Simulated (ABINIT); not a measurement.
# ZnSe (Stilleite) (F-43m) in ABINIT: notebook

Runs on ZnSe (Stilleite). Level: PBEsol. Tasks: relaxation of cell and atoms, single point.

Program: ABINIT 10.8.3 (patched build). These are calculated values, not measurements. Logs are shortened: lines on timing, memory, paths and dates and some standing lists are left out, and cuts for length are marked. The log counts tension as positive stress, the text compression.

## (1) The structure

Symmetry: F-43m, No. 216, cubic system. The conventional cell has a = 5.668 Å, b = 5.668 Å, c = 5.668 Å, α = 90.00°, β = 90.00°, γ = 90.00°. Se (site symmetry -43m) has 4 Zn at 2.45 Å as nearest neighbours. Around Zn (site symmetry -43m) lie 4 Se at 2.45 Å.

## (2) Relaxation of cell and atoms, PBEsol

run.abi

```
# Pseudopotentials
pp_dirpath "./"
pseudos "Se.upf, Zn.upf"

# Structure
acell 3*1.0 Angstrom
rprim
     0.0000000000     2.8338000000     2.8338000000
     2.8338000000     0.0000000000     2.8338000000
     2.8338000000     2.8338000000     0.0000000000
ntypat 2
znucl 34 30
natom 2
typat 1 2
chkprim 0
chksymtnons 0
tolsym 1.0e-6
xred
            3/4            3/4            3/4
            0.0            0.0            0.0

# Plane-wave basis
ecut 1061.244064 eV
ecutsm 0.5

# k points
kptopt 1
ngkpt 6 6 6
nshiftk 1
shiftk 0.0 0.0 0.0

# Exchange and correlation
ixc -116133

# Bands and occupations
nband 22
occopt 3
tsmear 0.00183747

# SCF cycle
nstep 80
tolvrs 1.0e-12

# Output
iomode 3
prteig 0
prtebands 0
prtwf 0
prtden 0

# Relaxation
ionmov 22
optcell 2
ntime 50
tolmxf 2.0e-5
dilatmx 1.08
```

Potentials or basis: PseudoDojo NC SR PBEsol v0.4.1 standard.

Started as:

```bash
abinit run.abi > log 2>&1
```

run.abo:

```text
.Version 10.8.3 of ABINIT
 Symmetries : space group F-4 3 m (#216); Bravais cF (face-center cubic)
================================================================================
 Values of the parameters that define the memory need of the present run
     intxc =       0    ionmov =      22      iscf =       7    lmnmax =       6
     lnmax =       6     mgfft =      48  mpssoang =       3    mqgrid =    3001
     natom =       2  nloc_mem =       1    nspden =       1   nspinor =       1
    nsppol =       1      nsym =      24    n1xccc =    2501    ntypat =       2
    occopt =       3   xclevel =       2
       mpw =        4546          nfft =      110592          nkpt =          16
================================================================================
================================================================================

--------------------------------------------------------------------------------
------------- Echo of variables that govern the present computation ------------
--------------------------------------------------------------------------------
 -outvars: echo values of preprocessed input variables --------
            acell      1.8897261259E+00  1.8897261259E+00  1.8897261259E+00 Bohr
              amu      7.89600000E+01  6.53900000E+01
          chkprim           0
      chksymtnons           0
          dilatmx      1.08000000E+00
             ecut      3.90000000E+01 Hartree
           ecutsm      5.00000000E-01 Hartree
           ionmov          22
              ixc     -116133
         kptrlatt        6    0    0      0    6    0      0    0    6
          kptrlen      4.54395803E+01
            natom           2
            nband          22
            ngfft          48      48      48
             nkpt          16
            nstep          80
             nsym          24
            ntime          50
           ntypat           2
           occopt           3
          optcell           2
           prtden           0
        prtebands           0
           prteig           0
            prtwf           0
            rprim      0.0000000000E+00  2.8338000000E+00  2.8338000000E+00
                       2.8338000000E+00  0.0000000000E+00  2.8338000000E+00
                       2.8338000000E+00  2.8338000000E+00  0.0000000000E+00
          spgroup         216
           tolmxf      2.00000000E-05
           tolsym      1.00000000E-06
           tolvrs      1.00000000E-12
           tsmear      1.83747000E-03 Hartree
            typat      1  2
           xangst      4.2507000000E+00  4.2507000000E+00  4.2507000000E+00
                       0.0000000000E+00  0.0000000000E+00  0.0000000000E+00
            xcart      8.0326588434E+00  8.0326588434E+00  8.0326588434E+00
                       0.0000000000E+00  0.0000000000E+00  0.0000000000E+00
             xred      7.5000000000E-01  7.5000000000E-01  7.5000000000E-01
                       0.0000000000E+00  0.0000000000E+00  0.0000000000E+00
            znucl       34.00000   30.00000

[... 448 lines left out ...]

================================================================================

 ----iterations are completed or convergence reached----

 Mean square residual over all n,k,spin=   39.561E-15; max=  86.273E-13
 reduced coordinates (array xred) for    2 atoms
       0.750000000000      0.750000000000      0.750000000000
       0.000000000000      0.000000000000     -0.000000000000
 rms dE/dt=  1.9040E-28; max dE/dt=  2.6926E-28; dE/dt below (all hartree)
    1       0.000000000000      0.000000000000     -0.000000000000
    2       0.000000000000      0.000000000000      0.000000000000

 cartesian coordinates (angstrom) at end:
    1      4.22508244539322     4.22508244539323     4.22508244539323
    2     -0.00000000000000     0.00000000000000     0.00000000000000

 cartesian forces (hartree/bohr) at end:
    1      0.00000000000000     0.00000000000000    -0.00000000000000
    2     -0.00000000000000    -0.00000000000000     0.00000000000000
 frms,max,avg= 2.4216538E-29 3.7940024E-29   0.000E+00  0.000E+00  0.000E+00 h/b

 cartesian forces (eV/Angstrom) at end:
    1      0.00000000000000     0.00000000000000    -0.00000000000000
    2     -0.00000000000000    -0.00000000000000     0.00000000000000
 frms,max,avg= 1.2452645E-27 1.9509545E-27   0.000E+00  0.000E+00  0.000E+00 e/A
 length scales=  7.527621846850  7.527621846850  7.527621846850 bohr
              =  3.983445930946  3.983445930946  3.983445930946 angstroms
 Fermi (or HOMO) energy (hartree) =   0.15268   Average Vxc (hartree)=  -0.37453
 Eigenvalues (hartree) for nkpt=  16  k points:
 kpt#   1, nband= 22, wtk=  0.00463, kpt=  0.0000  0.0000  0.0000 (reduced coord)
  -4.46358   -2.78479   -2.78479   -2.78479   -1.59789   -1.59789   -1.59789   -1.59769
  -1.59769   -0.36374   -0.11433   -0.11433   -0.11433   -0.10009   -0.10009    0.12888
   0.12888    0.12888    0.17442    0.33993    0.33993    0.33993
      occupation numbers for kpt#   1
   2.00000    2.00000    2.00000    2.00000    2.00000    2.00000    2.00000    2.00000
   2.00000    2.00000    2.00000    2.00000    2.00000    2.00000    2.00000    2.00000
   2.00000    2.00000    0.00001    0.00000    0.00000    0.00000
 prteigrs : prtvol=0 or 1, do not print more k-points.

--- !EnergyTerms
iteration_state     : {dtset: 1, itime: 4, icycle: 1, }
comment             : Components of total free energy in Hartree
kinetic             :  1.70676390931452E+02
hartree             :  1.24126431875066E+02
xc                  : -4.62350148436552E+01
Ewald energy        : -1.65368183753088E+02
psp_core            :  6.65434001065980E+00
local_psp           : -3.19410302115624E+02
non_local_psp       : -1.00518667642346E+02
internal            : -3.30075005537536E+02
'-kT*entropy'       : -3.34293941354757E-09
total_energy        : -3.30075005540879E+02
total_energy_eV     : -8.98179846591717E+03
band_energy         : -4.31217033899834E+01
...

 Cartesian components of stress tensor (hartree/bohr^3)
  sigma(1 1)=  6.78948481E-08  sigma(3 2)=  0.00000000E+00
  sigma(2 2)=  6.78948481E-08  sigma(3 1)=  0.00000000E+00
  sigma(3 3)=  6.78948481E-08  sigma(2 1)=  0.00000000E+00

-Cartesian components of stress tensor (GPa)         [Pressure= -1.9975E-03 GPa]
- sigma(1 1)=  1.99753540E-03  sigma(3 2)=  0.00000000E+00
- sigma(2 2)=  1.99753539E-03  sigma(3 1)=  0.00000000E+00
- sigma(3 3)=  1.99753539E-03  sigma(2 1)=  0.00000000E+00

== END DATASET(S) ==============================================================
================================================================================

 -outvars: echo values of variables after computation  --------
            acell      7.5276218469E+00  7.5276218469E+00  7.5276218469E+00 Bohr
           etotal     -3.3007500554E+02
            fcart      1.2646674709E-29  1.2646674709E-29 -3.7940024128E-29
                      -1.2646674709E-29 -1.2646674709E-29  3.7940024128E-29
            rprim      0.0000000000E+00  7.0710678119E-01  7.0710678119E-01
                       7.0710678119E-01  0.0000000000E+00  7.0710678119E-01
                       7.0710678119E-01  7.0710678119E-01  0.0000000000E+00
           strten      6.7894848094E-08  6.7894848070E-08  6.7894848074E-08
                       0.0000000000E+00  0.0000000000E+00  0.0000000000E+00
           xangst      4.2250824454E+00  4.2250824454E+00  4.2250824454E+00
                      -1.5842619359E-42  7.5277227552E-42  1.8061652425E-26
             xred      7.5000000000E-01  7.5000000000E-01  7.5000000000E-01
                       3.2061479258E-27  3.2061479258E-27 -3.2061479258E-27
 Calculation completed.
```

Wall time 3.3 min (1 thread of Arm Neoverse V2, shared host); peak memory 0.11 GiB.

Results:

```
Free energy                            : -8981.7985 eV
Relaxed volume                         : 22.35 Å³/atom
Relaxed cell                           : a = 3.983 Å, b = 3.983 Å, c = 3.983 Å, α = 60.00°, β = 60.00°, γ = 60.00°
Space group after relaxing (to 0.05 Å) : F-43m (No. 216)
Energy gained by relaxing              : 1.5 meV/atom
Ionic steps                            : 4
Pressure after relaxing                : 0.0 GPa
Band gap on the k mesh                 : 1.24 eV, direct
```

The path:
```
step  energy change (eV)  largest force (eV/Å)  pressure (GPa)  volume (Å³)
   1              0.0000                0.0000           -1.13        45.51
   2             -0.0010                0.0000           -0.92        45.36
   3             -0.0030                0.0000            0.04        44.67
   4             -0.0030                0.0000            0.00        44.70
```

Final structure:
```xyz
2
Lattice="0.0000 2.8167 2.8167 2.8167 0.0000 2.8167 2.8167 2.8167 0.0000" Properties=species:S:1:pos:R:3 pbc="T T T"
Se    4.2251    4.2251    4.2251
Zn    0.0000    0.0000    0.0000
```

## (3) Single point, PBEsol (cell relaxed)

run.abi

```
pp_dirpath "./"
pseudos "Se.upf, Zn.upf"

acell 3*1.0 Angstrom
rprim
     0.0000000000     2.8167216300     2.8167216300
     2.8167216300     0.0000000000     2.8167216300
     2.8167216300     2.8167216300     0.0000000000
ntypat 2
znucl 34 30
natom 2
typat 1 2
xred
     0.7500000000     0.7500000000     0.7500000000
     0.0000000000     0.0000000000     0.0000000000
chkprim 0
chksymtnons 0
tolsym 1.0e-6

ecut 39.0

kptopt 1
ngkpt 6 6 6
nshiftk 1
shiftk 0.0 0.0 0.0

ixc -116133

nband 22
occopt 3
tsmear 0.05 eV

nstep 100
tolvrs 1.0e-10

iomode 3
prtwf 0
prtden 0
prteig 0
prtebands 0
```

Potentials or basis: PseudoDojo NC SR PBEsol v0.4.1 standard.

Started as:

```bash
abinit run.abi > log 2>&1
```

Run time: 51 s. Hardware: 1 thread of Arm Neoverse V2, shared host; peak memory 0.09 GiB.

The run converged. Its results:

```
Free energy                                           : -8981.7997 eV
Pressure                                              : -0.5 GPa
Band gap on the k mesh                                : 1.24 eV, direct
Valence electrons inside the program's atomic spheres : Se 13.28; Zn 18.11
```

Levels at points of the mesh, in eV from the valence-band top:
```tsv
k point	band 16	band 17	band 18	band 19	band 20	band 21
(0.00, 0.00, 0.00)	0.00	0.00	0.00	1.24	5.74	5.74
(0.50, 0.00, 0.00)	-5.39	-0.90	-0.90	2.48	6.32	6.32
(0.50, 0.50, 0.00)	-4.86	-2.27	-2.27	2.81	3.38	10.72
```
